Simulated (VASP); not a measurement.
# SnO2 (Cassiterite) (P4_2/mnm) in VASP: settings compared

The runs below take SnO2 (Cassiterite) through band structure, with PBE, LDA.

All numbers are computed with VASP 6.6.1; they aren't measurements. Logs are shortened: lines on timing, memory, paths and dates and some standing lists are left out, and cuts for length are marked.

## (1) Starting point

It takes space group P4_2/mnm (No. 136, tetragonal). Conventional cell: a = 4.771 Å, b = 4.771 Å, c = 3.217 Å, α = 90.00°, β = 90.00°, γ = 90.00°. Sn (site symmetry mmm) has 6 O at 2.07 Å as nearest neighbours. O (site symmetry m2m) has 3 Sn at 2.07 Å as nearest neighbours.

## (2) Band structure, PBE

File INCAR:

```
ALGO = Normal ; EDIFF = 1E-6
ENCUT = 520 ; GGA = PE
ISIF = 2 ; ISMEAR = 0
KPAR = 2 ; LASPH = True
LCHARG = False ; LREAL = False
LWAVE = False ; NBANDS = 35
NELM = 80 ; PREC = Accurate
SIGMA = 0.03
```

File KPOINTS:

```
k-points
0
Gamma
  6 6 8
```

File POSCAR:

```
SnO2                                    
1.0
    4.7714001542      0.0000000000      0.0000000000
   -0.0000000000      4.7714001542      0.0000000000
    0.0000000000      0.0000000000      3.2165924293
  Sn              O             
     2     4
Direct
     0.0000000000000000    0.0000000000000000    0.0000000000000000
     0.5000000000000000    0.5000000000000000    0.5000000000000000
     0.3062614077595441    0.3062614077595441    0.0000000000000000
     0.1937385922404559    0.8062614077595440    0.5000000000000000
     0.6937385922404560    0.6937385922404560    0.0000000000000000
     0.8062614077595440    0.1937385922404559    0.5000000000000000
```

File KPOINTS_OPT:

```
explicit points
168
Reciprocal
 0.0000000000  0.0000000000  0.0000000000 1
 0.0000000000  0.0555555556  0.0000000000 1
 0.0000000000  0.1111111111  0.0000000000 1
 0.0000000000  0.1666666667  0.0000000000 1
 0.0000000000  0.2222222222  0.0000000000 1
 0.0000000000  0.2777777778  0.0000000000 1
[... 160 lines left out ...]
 0.0000000000  0.0000000000  0.5177501500 1
 0.0000000000  0.0000000000  0.4822498500 1
```

Potentials or basis: VASP PAW PBE potentials, release 64 (Sn_d, O).

Command:

```bash
$ cat potpaw_PBE.64/Sn_d/POTCAR potpaw_PBE.64/O/POTCAR > POTCAR
$ mpirun -np 2 vasp_std > vasp.out
```

OUTCAR:

```text
EDIFF = 1E-6
   ENCUT = 520
   GGA = PE
   ISIF = 2
   ISMEAR = 0
   LASPH = True
   LREAL = False
   NELM = 80
   PREC = Accurate

 ion  position               nearest neighbor table
   1  0.000  0.000  0.000-   3 2.07   5 2.07   4 2.07   6 2.07   4 2.07   6 2.07   2 3.74   2 3.74
                             2 3.74   2 3.74   2 3.74   2 3.74   2 3.74   2 3.74
   2  0.500  0.500  0.500-   4 2.07   6 2.07   5 2.07   3 2.07   3 2.07   5 2.07   1 3.74   1 3.74
                             1 3.74   1 3.74   1 3.74   1 3.74   1 3.74   1 3.74
   3  0.306  0.306  0.000-   1 2.07   2 2.07   2 2.07
   4  0.194  0.806  0.500-   2 2.07   1 2.07   1 2.07
   5  0.694  0.694  0.000-   1 2.07   2 2.07   2 2.07
   6  0.806  0.194  0.500-   2 2.07   1 2.07   1 2.07

  LATTYP: Found a simple tetragonal cell.
 ALAT       =     4.7714001542
 C/A-ratio  =     0.6741401529

  Lattice vectors:

 A1 = (   4.7714001542,   0.0000000000,   0.0000000000)
 A2 = (   0.0000000000,   4.7714001542,   0.0000000000)
 A3 = (   0.0000000000,   0.0000000000,   3.2165924293)

Analysis of symmetry for initial positions (statically):
=====================================================================
 Subroutine PRICEL returns:
 Original cell was already a primitive cell.

 Routine SETGRP: Setting up the symmetry group for a
 simple tetragonal supercell.

 Subroutine GETGRP returns: Found 16 space group operations
 (whereof  8 operations were pure point group operations)
 out of a pool of 16 trial point group operations.

The static configuration has the point symmetry D_2h.
 The point group associated with its full space group is D_4h.

Analysis of symmetry for dynamics (positions and initial velocities):
=====================================================================
 Subroutine PRICEL returns:
 Original cell was already a primitive cell.

 Routine SETGRP: Setting up the symmetry group for a
 simple tetragonal supercell.

 Subroutine GETGRP returns: Found 16 space group operations
 (whereof  8 operations were pure point group operations)
 out of a pool of 16 trial point group operations.

The dynamic configuration has the point symmetry D_2h.
 The point group associated with its full space group is D_4h.

 Subroutine INISYM returns: Found 16 space group operations
 (whereof  8 operations are pure point group operations),
 and found     1 'primitive' translations

----------------------------------------------------------------------------------------

                                     Primitive cell

  volume of cell :      73.2298

  direct lattice vectors                    reciprocal lattice vectors
     4.771400154  0.000000000  0.000000000     0.209582087  0.000000000  0.000000000
     0.000000000  4.771400154  0.000000000     0.000000000  0.209582087  0.000000000
     0.000000000  0.000000000  3.216592429     0.000000000  0.000000000  0.310888004

  length of vectors
     4.771400154  4.771400154  3.216592429     0.209582087  0.209582087  0.310888004

  position of ions in fractional coordinates (direct lattice)
     0.000000000  0.000000000  0.000000000
     0.500000000  0.500000000  0.500000000
     0.306261408  0.306261408  0.000000000
     0.193738592  0.806261408  0.500000000
     0.693738592  0.693738592  0.000000000
     0.806261408  0.193738592  0.500000000

  ion indices of the primitive-cell ions
   primitive index   ion index
                 1           1
                 2           2
                 3           3
                 4           4
                 5           5
                 6           6

----------------------------------------------------------------------------------------

 KPOINTS: k-points

Automatic generation of k-mesh.
 Grid dimensions read from file:
 generate k-points for:    6    6    8

 Generating k-lattice:

  Cartesian coordinates                     Fractional coordinates (reciprocal lattice)
     0.034930348  0.000000000  0.000000000     0.166666667  0.000000000  0.000000000
     0.000000000  0.034930348  0.000000000     0.000000000  0.166666667  0.000000000
     0.000000000  0.000000000  0.038861000     0.000000000  0.000000000  0.125000000

  Length of vectors
     0.034930348  0.034930348  0.038861000

  Shift w.r.t. Gamma in fractional coordinates (k-lattice)
     0.000000000  0.000000000  0.000000000

 Subroutine IBZKPT returns following result:
 ===========================================

 Found     50 irreducible k-points:

 Following reciprocal coordinates:
            Coordinates               Weight
  0.000000  0.000000  0.000000      1.000000
  0.166667  0.000000  0.000000      4.000000
  0.333333  0.000000  0.000000      4.000000
  0.500000  0.000000  0.000000      2.000000
  0.166667  0.166667  0.000000      4.000000
  0.333333  0.166667  0.000000      8.000000
[... 16 lines left out ...]
  0.333333  0.000000  0.250000      8.000000
  0.500000  0.000000  0.250000      4.000000
 [... further k-points ...]
   k-points           NKPTS =     50   k-points in BZ     NKDIM =     50   number of bands    NBANDS=     35
   number of dos      NEDOS =    301   number of ions     NIONS =      6
   total plane-waves  NPLWV =  31104
   dimension x,y,z NGX =    36 NGY =   36 NGZ =   24
   dimension x,y,z NGXF=    72 NGYF=   72 NGZF=   48
   ions per type =               2   4
   NGX,Y,Z   is equivalent  to a cutoff of  12.54, 12.54, 12.40 a.u.
   NGXF,Y,Z  is equivalent  to a cutoff of  25.09, 25.09, 24.81 a.u.
 SYSTEM =  unknown system
   PREC   = accura    normal or accurate (medium, high low for compatibility)
   ISTART =      0    job   : 0-new  1-cont  2-samecut
   ICHARG =      2    charge: 1-file 2-atom 10-const
   ISPIN  =      1    spin polarized calculation?
   LNONCOLLINEAR =      F non collinear calculations
   LSORBIT =      F    spin-orbit coupling
   LASPH  =      T    aspherical Exc in radial PAW
   ENCUT  =  520.0 eV  38.22 Ry    6.18 a.u.   8.87  8.87  5.98*2*pi/ulx,y,z
   NELM   =     80;   NELMIN=  2; NELMDL= -5     # of ELM steps
   EDIFF  = 0.1E-05   stopping-criterion for ELM
   LREAL  =      F    real-space projection
   EDIFFG = 0.1E-04   stopping-criterion for IOM
   NSW    =      0    number of steps for IOM
   IBRION =     -1    ionic relax: 0-MD 1-quasi-New 2-CG
   NFREE  =      0    steps in history (QN), initial steepest desc. (CG)
   ISIF   =      2    stress and relaxation
   ISYM   =      2    0-nonsym 1-usesym 2-fastsym
   POTIM  = 0.5000    time-step for ionic-motion
   TEBEG  =    0.0;   TEEND  =   0.0 temperature during run
   PSTRESS=    0.0 pullay stress
   NELECT =      52.0000    total number of electrons
   NUPDOWN=      -1.0000    fix difference up-down
   EMIN   =  10.00;   EMAX   =-10.00  energy-range for DOS
   EFERMI =   0.00;   METHOD = LEGACY
   ISMEAR =     0;   SIGMA  =   0.03  broadening in eV -4-tet -1-fermi 0-gaus
   EFERMI_NEDOS =   21; number of points for ismear=-14 and -15
   IALGO  =     38    algorithm
   IMIX   =      4    mixing-type and parameters
     AMIX     =   0.40;   BMIX     =  1.00
     AMIX_MAG =   1.60;   BMIX_MAG =  1.00
  volume/ion in A,a.u.               =      12.20        82.36
  Fermi-wavevector in a.u.,A,eV,Ry     =   1.460540  2.760020 29.023625  2.133176
  Thomas-Fermi vector in A             =   2.576977
   LORBIT       =      0    0 simple, 1 ext, 2 COOP (PROOUT), +10 PAW based schemes
   GGA     = PE    functional components
   LHFCALC =     F    Hartree Fock is set to
   AEXX    =    0.0000 exact exchange contribution
   IVDW    =     0    specifies the selected vdW correction
   LEPSILON=     F    determine dielectric tensor
   LRPA    =     F    only Hartree local field effects (RPA)
 non-spin polarized calculation
 Gauss-broadening in eV      SIGMA  =   0.03
  energy-cutoff  :      520.00
  volume of cell :       73.23
 maximum number of plane-waves:      2004
 NGX is ok and might be reduce to    36
   NGX = 17   NGY = 17   NGZ = 11

 number of electron      52.0000008 magnetization

 Free energy of the ion-electron system (eV)
  ---------------------------------------------------
  ext. energy  EPLUGINS =         0.00000000
  ---------------------------------------------------
  free energy    TOTEN  =       -37.26244584 eV

  energy without entropy =      -37.26244584  energy(sigma->0) =      -37.26244584

 E-fermi :   6.0006     XC(G=0): -11.1361

 val. band max:        5.8750219931   @ k =   0.0000   0.0000   0.0000
 cond. band min:       6.8512765084   @ k =   0.0000   0.0000   0.0000
 fundamental gap:      0.9762545153
 Fermi energy:         6.0005679666

 k-point     1 :       0.0000    0.0000    0.0000
  band No.  band energies     occupation
      1     -15.1983      2.00000
      2     -14.4557      2.00000
      3     -14.2351      2.00000
      4     -14.2087      2.00000
      5     -14.2087      2.00000
      6     -14.1440      2.00000
[... 27 lines left out ...]
     34      17.7558      0.00000
     35      18.3713      0.00000

 k-point     2 :       0.1667    0.0000    0.0000
  band No.  band energies     occupation
      1     -15.1575      2.00000
      2     -14.5026      2.00000
      3     -14.2347      2.00000
      4     -14.2070      2.00000
      5     -14.2070      2.00000
      6     -14.1771      2.00000
[... 27 lines left out ...]
     34      17.8009      0.00000
     35      18.3454      0.00000

 k-point     3 :       0.3333    0.0000    0.0000
  band No.  band energies     occupation
      1     -15.0390      2.00000
      2     -14.6545      2.00000
      3     -14.2336      2.00000
      4     -14.2166      2.00000
      5     -14.2035      2.00000
      6     -14.2033      2.00000
[... 27 lines left out ...]
     34      18.0321      0.00000
     35      18.3077      0.00000
[... 723 lines left out ...]
 k-point    23 :       0.3333    0.0000    0.2500
  band No.  band energies     occupation
      1     -14.9366      2.00000
      2     -14.7987      2.00000
      3     -14.4817      2.00000
      4     -14.2744      2.00000
      5     -14.1332      2.00000
      6     -14.1275      2.00000
[... 27 lines left out ...]
     34      17.9849      0.00000
     35      18.2709      0.00000

 k-point    24 :       0.5000    0.0000    0.2500
  band No.  band energies     occupation
      1     -14.8879      2.00000
      2     -14.8879      2.00000
      3     -14.3642      2.00000
      4     -14.3642      2.00000
      5     -14.1286      2.00000
      6     -14.1286      2.00000
[... 27 lines left out ...]
     34      18.1579      0.00000
     35      18.3328      0.00000

 [... further k-points ...]

------------------------ aborting loop because EDIFF is reached ----------------------------------------

  FORCE on cell =-STRESS in cart. coord.  units (eV):
  Direction    XX          YY          ZZ          XY          YZ          ZX
  --------------------------------------------------------------------------------------
  -------------------------------------------------------------------------------------
  Total        2.7316375      2.7316375      3.1413964      0.0000000      0.0000000      0.0000000
  in kB       59.7648632     59.7648632     68.7298835      0.0000000      0.0000000      0.0000000
  external PRESSURE =      62.7532033 kB  Pullay stress =       0.0000000 kB

 VOLUME and BASIS-vectors are now :
 -----------------------------------------------------------------------------
  energy-cutoff  :      520.00
  volume of cell :       73.23
      direct lattice vectors                 reciprocal lattice vectors
     4.771400154  0.000000000  0.000000000     0.209582087  0.000000000  0.000000000
     0.000000000  4.771400154  0.000000000     0.000000000  0.209582087  0.000000000
     0.000000000  0.000000000  3.216592429     0.000000000  0.000000000  0.310888004

 POSITION                                       TOTAL-FORCE (eV/Angst)
 -----------------------------------------------------------------------------------
      0.00000      0.00000      0.00000         0.000000      0.000000      0.000000
      2.38570      2.38570      1.60830         0.000000      0.000000      0.000000
      1.46130      1.46130      0.00000        -0.043145     -0.043145      0.000000
      0.92440      3.84700      1.60830         0.043145     -0.043145      0.000000
      3.31010      3.31010      0.00000         0.043145      0.043145      0.000000
      3.84700      0.92440      1.60830        -0.043145      0.043145      0.000000
 -----------------------------------------------------------------------------------
    total drift:                                0.000000      0.000000      0.000000

  FREE ENERGIE OF THE ION-ELECTRON SYSTEM (eV)
  ---------------------------------------------------
  free  energy   TOTEN  =       -37.2624458380 eV

  energy  without entropy=      -37.2624458380  energy(sigma->0) =      -37.26244584
```

Wall time 3.9 min (2 MPI ranks of Intel Xeon Platinum 8175M at 2.50GHz (Skylake/Cascade Lake), shared host); peak memory 0.28 GiB.

What came out:

- Free energy: -37.2624 eV
- Pressure: 6.3 GPa
- Largest force: 0.061 eV/Å
- Band gap on the k mesh: 0.98 eV, direct
- Band gap along the path: 0.98 eV, direct

Forces on the atoms (eV/Å):
```
Sn   0.000  0.000  0.000
Sn   0.000  0.000  0.000
O   -0.043 -0.043  0.000
O    0.043 -0.043  0.000
O    0.043  0.043  0.000
O   -0.043  0.043  0.000
```

Levels at the corners of the path, in eV from the valence-band top:
```csv
point,band 24,band 25,band 26,band 27,band 28,band 29
Γ,-0.76,-0.76,0.00,0.98,5.94,6.19
X,-1.21,-0.62,-0.62,4.19,4.19,6.95
X,-1.21,-0.62,-0.62,4.19,4.19,6.95
M,-1.33,-0.88,-0.88,4.58,4.58,7.35
M,-1.33,-0.88,-0.88,4.58,4.58,7.35
Γ,-0.76,-0.76,0.00,0.98,5.94,6.19
Γ,-0.76,-0.76,0.00,0.98,5.94,6.19
Z,-1.60,-1.22,-1.22,5.92,5.92,9.59
Z,-1.60,-1.22,-1.22,5.92,5.92,9.59
R,-1.06,-0.72,-0.72,6.19,6.19,7.88
R,-1.06,-0.72,-0.72,6.19,6.19,7.88
A,-0.94,-0.81,-0.81,4.63,4.63,8.79
A,-0.94,-0.81,-0.81,4.63,4.63,8.79
Z,-1.60,-1.22,-1.22,5.92,5.92,9.59
X,-1.21,-0.62,-0.62,4.19,4.19,6.95
R,-1.06,-0.72,-0.72,6.19,6.19,7.88
M,-1.33,-0.88,-0.88,4.58,4.58,7.35
A,-0.94,-0.81,-0.81,4.63,4.63,8.79
```

Caveat: spin-orbit coupling is left out, which moves the levels of the heavy elements.

## (3) Band structure, LDA

Edit INCAR of step 2 so:

```diff
@@ -1,3 +1,3 @@
 ALGO = Normal ; EDIFF = 1E-6
-ENCUT = 520 ; GGA = PE
+ENCUT = 520 ; GGA = CA
 ISIF = 2 ; ISMEAR = 0
```

KPOINTS is that of step 2.

POSCAR is that of step 2.

KPOINTS_OPT is that of step 2.

Potentials or basis: VASP PAW LDA potentials, release 64 (Sn_d, O).

Command:

```bash
$ cat potpaw_LDA.64/Sn_d/POTCAR potpaw_LDA.64/O/POTCAR > POTCAR
$ mpirun -np 2 vasp_std > vasp.out
```

Wall time 4.2 min (2 MPI ranks of Intel Xeon Platinum 8175M at 2.50GHz (Skylake/Cascade Lake), shared host); peak memory 0.27 GiB.

Results (log left out):

```
Free energy             : -42.2582 eV
Pressure                : -4.7 GPa
Largest force           : 0.041 eV/Å
Band gap on the k mesh  : 0.87 eV, direct
Band gap along the path : 0.87 eV, direct
```

Forces on the atoms (eV/Å):
```
Sn   0.000  0.000  0.000
Sn   0.000  0.000  0.000
O    0.029  0.029  0.000
O   -0.029  0.029  0.000
O   -0.029 -0.029  0.000
O    0.029 -0.029  0.000
```

Stress tensor (GPa, compression positive):
```
-4.51  0.00  0.00
 0.00 -4.51  0.00
 0.00  0.00 -5.21
```

Levels at the corners of the path, in eV from the valence-band top:
```
point  band 23  band 24  band 25  band 26  band 27  band 28  band 29  band 30
    Γ    -1.29    -0.79    -0.79     0.00     0.87     5.71     5.94     5.94
    X    -1.25    -1.25    -0.64    -0.64     4.05     4.05     6.68     6.68
    X    -1.25    -1.25    -0.64    -0.64     4.05     4.05     6.68     6.68
    M    -1.37    -1.37    -0.89    -0.89     4.43     4.43     7.12     7.12
    M    -1.37    -1.37    -0.89    -0.89     4.43     4.43     7.12     7.12
    Γ    -1.29    -0.79    -0.79     0.00     0.87     5.71     5.94     5.94
    Γ    -1.29    -0.79    -0.79     0.00     0.87     5.71     5.94     5.94
    Z    -1.65    -1.65    -1.25    -1.25     5.74     5.74     9.33     9.33
    Z    -1.65    -1.65    -1.25    -1.25     5.74     5.74     9.33     9.33
    R    -1.09    -1.09    -0.75    -0.75     6.01     6.01     7.65     7.65
    R    -1.09    -1.09    -0.75    -0.75     6.01     6.01     7.65     7.65
    A    -0.97    -0.97    -0.82    -0.82     4.44     4.44     8.49     8.49
    A    -0.97    -0.97    -0.82    -0.82     4.44     4.44     8.49     8.49
    Z    -1.65    -1.65    -1.25    -1.25     5.74     5.74     9.33     9.33
    X    -1.25    -1.25    -0.64    -0.64     4.05     4.05     6.68     6.68
    R    -1.09    -1.09    -0.75    -0.75     6.01     6.01     7.65     7.65
    M    -1.37    -1.37    -0.89    -0.89     4.43     4.43     7.12     7.12
    A    -0.97    -0.97    -0.82    -0.82     4.44     4.44     8.49     8.49
```

Caveat: spin-orbit coupling is left out, which moves the levels of the heavy elements. As with any semilocal functional, this LDA gap is likely too small.
